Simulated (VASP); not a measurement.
# In (I4/mmm) in VASP: further runs

One crystal, In, is run at these levels: LDA, PBEsol, RPBE; tasks: relaxation of cell and atoms.

Everything below comes from runs of VASP 6.6.1. Logs are shortened: lines on timing, memory, paths and dates and some standing lists are left out, and cuts for length are marked.

**1. The structure**

It takes space group I4/mmm (No. 139, tetragonal). The conventional cell has a = 3.148 Å, b = 3.148 Å, c = 4.968 Å, α = 90.00°, β = 90.00°, γ = 90.00°. In (site symmetry 4/mmm) has 12 In at 3.15 to 3.34 Å as nearest neighbours.

**2. Relaxation of cell and atoms, LDA**

INCAR reads:

```
  PREC = Accurate
  ENCUT = 600
  EDIFF = 1E-7
  ISMEAR = 1
  SIGMA = 0.1
  LREAL = False
  LASPH = True
  NELM = 80
  ALGO = Normal
  ISIF = 3
  LWAVE = False
  LCHARG = False
  GGA = CA
  IBRION = 2
  NSW = 90
  EDIFFG = -0.005
```

KPOINTS reads:

```
Automatic mesh
0
Gamma
  16 16 16
```

POSCAR reads:

```
In                                      
1.0
   -1.5740313828      1.5740313828      2.4838993745
    1.5740313828     -1.5740313828      2.4838993745
    1.5740313828      1.5740313828     -2.4838993745
  In            
     1
Direct
     1.0000000000000000    0.0000000000000000    1.0000000000000000
```

Potentials or basis: VASP PAW LDA potentials, release 64 (In_d).

Run with:

```
$ cat potpaw_LDA.64/In_d/POTCAR > POTCAR
$ mpirun -np 1 vasp_std > vasp.out
```

OUTCAR:

```text
PREC = Accurate
   ENCUT = 600
   EDIFF = 1E-7
   ISMEAR = 1
   LREAL = False
   LASPH = True
   NELM = 80
   ISIF = 3
   GGA = CA
   IBRION = 2
   NSW = 90
   EDIFFG = -0.005

 ion  position               nearest neighbor table
   1  0.000  0.000  0.000-

  LATTYP: Found a body centered tetragonal cell.
 ALAT       =     3.1480627656
 C/A-ratio  =     1.5780494605

  Lattice vectors:

 A1 = (  -1.5740313828,   1.5740313828,   2.4838993745)
 A2 = (   1.5740313828,  -1.5740313828,   2.4838993745)
 A3 = (   1.5740313828,   1.5740313828,  -2.4838993745)

Analysis of symmetry for initial positions (statically):
=====================================================================
 Subroutine PRICEL returns:
 Original cell was already a primitive cell.

 Routine SETGRP: Setting up the symmetry group for a
 body centered tetragonal supercell.

 Subroutine GETGRP returns: Found 16 space group operations
 (whereof 16 operations were pure point group operations)
 out of a pool of 16 trial point group operations.

The static configuration has the point symmetry D_4h.

Analysis of symmetry for dynamics (positions and initial velocities):
=====================================================================
 Subroutine PRICEL returns:
 Original cell was already a primitive cell.

 Routine SETGRP: Setting up the symmetry group for a
 body centered tetragonal supercell.

 Subroutine GETGRP returns: Found 16 space group operations
 (whereof 16 operations were pure point group operations)
 out of a pool of 16 trial point group operations.

The dynamic configuration has the point symmetry D_4h.

 Subroutine INISYM returns: Found 16 space group operations
 (whereof 16 operations are pure point group operations),
 and found     1 'primitive' translations

----------------------------------------------------------------------------------------

                                     Primitive cell

  volume of cell :      24.6162

  direct lattice vectors                    reciprocal lattice vectors
    -1.574031383  1.574031383  2.483899374     0.000000000  0.317655674  0.201296399
     1.574031383 -1.574031383  2.483899374     0.317655674  0.000000000  0.201296399
     1.574031383  1.574031383 -2.483899374     0.317655674  0.317655674  0.000000000

  length of vectors
     3.335401878  3.335401878  3.335401878     0.376065643  0.376065643  0.449232963

  position of ions in fractional coordinates (direct lattice)
     0.000000000  0.000000000  0.000000000

  ion indices of the primitive-cell ions
   primitive index   ion index
                 1           1

----------------------------------------------------------------------------------------

 KPOINTS: Automatic mesh

Automatic generation of k-mesh.
 Grid dimensions read from file:
 generate k-points for:   16   16   16

 Generating k-lattice:

  Cartesian coordinates                     Fractional coordinates (reciprocal lattice)
     0.000000000  0.019853480  0.012581025     0.062500000  0.000000000  0.000000000
     0.019853480  0.000000000  0.012581025     0.000000000  0.062500000  0.000000000
     0.019853480  0.019853480  0.000000000     0.000000000  0.000000000  0.062500000

  Length of vectors
     0.023504103  0.023504103  0.028077060

  Shift w.r.t. Gamma in fractional coordinates (k-lattice)
     0.000000000  0.000000000  0.000000000

 Subroutine IBZKPT returns following result:
 ===========================================

 Found    349 irreducible k-points:

 Following reciprocal coordinates:
            Coordinates               Weight
  0.000000  0.000000  0.000000      1.000000
  0.062500  0.000000 -0.000000      8.000000
  0.125000  0.000000 -0.000000      8.000000
  0.187500  0.000000 -0.000000      8.000000
  0.250000  0.000000 -0.000000      8.000000
  0.312500  0.000000 -0.000000      8.000000
[... 16 lines left out ...]
 -0.125000  0.062500  0.000000     16.000000
 -0.062500  0.062500  0.000000      4.000000
 [... further k-points ...]
   k-points           NKPTS =    349   k-points in BZ     NKDIM =    349   number of bands    NBANDS=     10
   number of dos      NEDOS =    301   number of ions     NIONS =      1
   total plane-waves  NPLWV =  21952
   dimension x,y,z NGX =    28 NGY =   28 NGZ =   28
   dimension x,y,z NGXF=    56 NGYF=   56 NGZF=   56
   ions per type =               1
   NGX,Y,Z   is equivalent  to a cutoff of  13.96, 13.96, 13.96 a.u.
   NGXF,Y,Z  is equivalent  to a cutoff of  27.91, 27.91, 27.91 a.u.
 SYSTEM =  unknown system
   PREC   = accura    normal or accurate (medium, high low for compatibility)
   ISTART =      0    job   : 0-new  1-cont  2-samecut
   ICHARG =      2    charge: 1-file 2-atom 10-const
   ISPIN  =      1    spin polarized calculation?
   LNONCOLLINEAR =      F non collinear calculations
   LSORBIT =      F    spin-orbit coupling
   LASPH  =      T    aspherical Exc in radial PAW
   ENCUT  =  600.0 eV  44.10 Ry    6.64 a.u.   6.66  6.66  6.66*2*pi/ulx,y,z
   NELM   =     80;   NELMIN=  2; NELMDL= -5     # of ELM steps
   EDIFF  = 0.1E-06   stopping-criterion for ELM
   LREAL  =      F    real-space projection
   EDIFFG = -.5E-02   stopping-criterion for IOM
   NSW    =     90    number of steps for IOM
   IBRION =      2    ionic relax: 0-MD 1-quasi-New 2-CG
   NFREE  =      1    steps in history (QN), initial steepest desc. (CG)
   ISIF   =      3    stress and relaxation
   ISYM   =      2    0-nonsym 1-usesym 2-fastsym
   POTIM  = 0.5000    time-step for ionic-motion
   TEBEG  =    0.0;   TEEND  =   0.0 temperature during run
   PSTRESS=    0.0 pullay stress
   NELECT =      13.0000    total number of electrons
   NUPDOWN=      -1.0000    fix difference up-down
   EMIN   =  10.00;   EMAX   =-10.00  energy-range for DOS
   EFERMI =   0.00;   METHOD = LEGACY
   ISMEAR =     1;   SIGMA  =   0.10  broadening in eV -4-tet -1-fermi 0-gaus
   EFERMI_NEDOS =   21; number of points for ismear=-14 and -15
   IALGO  =     38    algorithm
   IMIX   =      4    mixing-type and parameters
     AMIX     =   0.40;   BMIX     =  1.00
     AMIX_MAG =   1.60;   BMIX_MAG =  1.00
  volume/ion in A,a.u.               =      24.62       166.12
  Fermi-wavevector in a.u.,A,eV,Ry     =   1.323272  2.500621 23.824455  1.751048
  Thomas-Fermi vector in A             =   2.452892
   LORBIT       =      0    0 simple, 1 ext, 2 COOP (PROOUT), +10 PAW based schemes
   GGA     = CA    functional components
   LHFCALC =     F    Hartree Fock is set to
   AEXX    =    0.0000 exact exchange contribution
   IVDW    =     0    specifies the selected vdW correction
   LEPSILON=     F    determine dielectric tensor
   LRPA    =     F    only Hartree local field effects (RPA)
 conjugate gradient relaxation of ions
 non-spin polarized calculation
 Methfessel and Paxton  Order N= 1 SIGMA  =   0.10
  energy-cutoff  :      600.00
  volume of cell :       24.62
 maximum number of plane-waves:       842
   NGX = 13   NGY = 13   NGZ = 13

 number of electron      12.9999999 magnetization

 Free energy of the ion-electron system (eV)
  ---------------------------------------------------
  ext. energy  EPLUGINS =         0.00000000
  ---------------------------------------------------
  free energy    TOTEN  =        -3.22002713 eV

  energy without entropy =       -3.22034534  energy(sigma->0) =       -3.22013320

 E-fermi :   7.9284     XC(G=0): -10.8195

 val. band max:        7.9131002662   @ k =  -0.3750   0.0625   0.0000
 cond. band min:       7.9404369209   @ k =  -0.3750   0.3750   0.3750
 fundamental gap:      0.0273366547
 Fermi energy:         7.9284245780

 k-point     1 :       0.0000    0.0000    0.0000
  band No.  band energies     occupation
      1      -6.8253      2.00000
      2      -6.6307      2.00000
      3      -6.6307      2.00000
      4      -6.5902      2.00000
      5      -6.4050      2.00000
      6      -2.0665      2.00000
      7      18.9148      0.00000
      8      18.9148      0.00000
      9      19.1581      0.00000
     10      19.8134      0.00000

 k-point     2 :       0.0625    0.0000   -0.0000
  band No.  band energies     occupation
      1      -6.8164      2.00000
      2      -6.6329      2.00000
      3      -6.6237      2.00000
      4      -6.5875      2.00000
      5      -6.4091      2.00000
      6      -1.9765      2.00000
      7      17.8161      0.00000
      8      18.8114      0.00000
      9      18.8261      0.00000
     10      19.6972      0.00000

 k-point     3 :       0.1250    0.0000   -0.0000
  band No.  band energies     occupation
      1      -6.7952      2.00000
      2      -6.6438      2.00000
      3      -6.6052      2.00000
      4      -6.5719      2.00000
      5      -6.4190      2.00000
      6      -1.7046      2.00000
      7      15.6681      0.00000
      8      18.1619      0.00000
      9      18.6155      0.00000
     10      19.6957      0.00000

 k-point     4 :       0.1875    0.0000   -0.0000
  band No.  band energies     occupation
      1      -6.7747      2.00000
      2      -6.6661      2.00000
      3      -6.5838      2.00000
      4      -6.5333      2.00000
      5      -6.4273      2.00000
      6      -1.2460      2.00000
      7      13.4280      0.00000
      8      17.4179      0.00000
      9      18.3765      0.00000
     10      19.7155      0.00000
[... 222 lines left out ...]
 k-point    22 :      -0.1875    0.0625    0.0000
  band No.  band energies     occupation
      1      -6.7507      2.00000
      2      -6.6696      2.00000
      3      -6.5903      2.00000
      4      -6.5398      2.00000
      5      -6.4403      2.00000
      6      -1.3136      2.00000
      7      14.1277      0.00000
      8      16.8272      0.00000
      9      18.0790      0.00000
     10      20.0502      0.00000

 k-point    23 :      -0.1250    0.0625    0.0000
  band No.  band energies     occupation
      1      -6.7761      2.00000
      2      -6.6539      2.00000
      3      -6.6078      2.00000
      4      -6.5702      2.00000
      5      -6.4281      2.00000
      6      -1.7187      2.00000
      7      16.3495      0.00000
      8      17.5447      0.00000
      9      18.3506      0.00000
     10      19.4617      0.00000

 k-point    24 :      -0.0625    0.0625    0.0000
  band No.  band energies     occupation
      1      -6.8031      2.00000
      2      -6.6423      2.00000
      3      -6.6207      2.00000
      4      -6.5829      2.00000
      5      -6.4153      2.00000
      6      -1.9384      2.00000
      7      18.1013      0.00000
      8      18.3529      0.00000
      9      18.4538      0.00000
     10      19.2760      0.00000

 [... further k-points ...]

------------------------ aborting loop because EDIFF is reached ----------------------------------------

  FORCE on cell =-STRESS in cart. coord.  units (eV):
  Direction    XX          YY          ZZ          XY          YZ          ZX
  --------------------------------------------------------------------------------------
  -------------------------------------------------------------------------------------
  Total        0.0011295      0.0011295     -0.0010142      0.0000000     -0.0000000      0.0000000
  in kB        0.0735174      0.0735174     -0.0660075      0.0000000     -0.0000000      0.0000000
  external PRESSURE =       0.0270091 kB  Pullay stress =       0.0000000 kB

 VOLUME and BASIS-vectors are now :
 -----------------------------------------------------------------------------
  energy-cutoff  :      600.00
  volume of cell :       24.62
      direct lattice vectors                 reciprocal lattice vectors
    -1.574031383  1.574031383  2.483899374     0.000000000  0.317655674  0.201296399
     1.574031383 -1.574031383  2.483899374     0.317655674  0.000000000  0.201296399
     1.574031383  1.574031383 -2.483899374     0.317655674  0.317655674  0.000000000

 POSITION                                       TOTAL-FORCE (eV/Angst)
 -----------------------------------------------------------------------------------
      0.00000      0.00000      0.00000         0.000000      0.000000      0.000000
 -----------------------------------------------------------------------------------
    total drift:                               -0.000000     -0.000000     -0.000000

  FREE ENERGIE OF THE ION-ELECTRON SYSTEM (eV)
  ---------------------------------------------------
  free  energy   TOTEN  =        -3.2200271317 eV

  energy  without entropy=       -3.2203453440  energy(sigma->0) =       -3.22013320

 reached required accuracy - stopping structural energy minimisation
```

Wall time 33 s (1 thread of Intel Xeon 6975P-C (Granite Rapids), shared host); peak memory 0.23 GiB.

Results:

* Free energy: -3.2200 eV
* Pressure after relaxing: 0.0 GPa
* Band gap on the k mesh: none (metal or under the smearing width)

Final structure:
```cif
data_structure
_symmetry_space_group_name_H-M 'P 1'
_symmetry_Int_Tables_number 1
_cell_length_a 3.3354
_cell_length_b 3.3354
_cell_length_c 3.3354
_cell_angle_alpha 123.682
_cell_angle_beta 123.682
_cell_angle_gamma 83.732
_cell_volume 24.62
loop_
_atom_site_label
_atom_site_type_symbol
_atom_site_fract_x
_atom_site_fract_y
_atom_site_fract_z
_atom_site_occupancy
In1 In 0.00000 0.00000 0.00000 1
```

Caveat: the relaxation stopped at its first step, so nothing moved.

(Continued in part 2 of 3.)
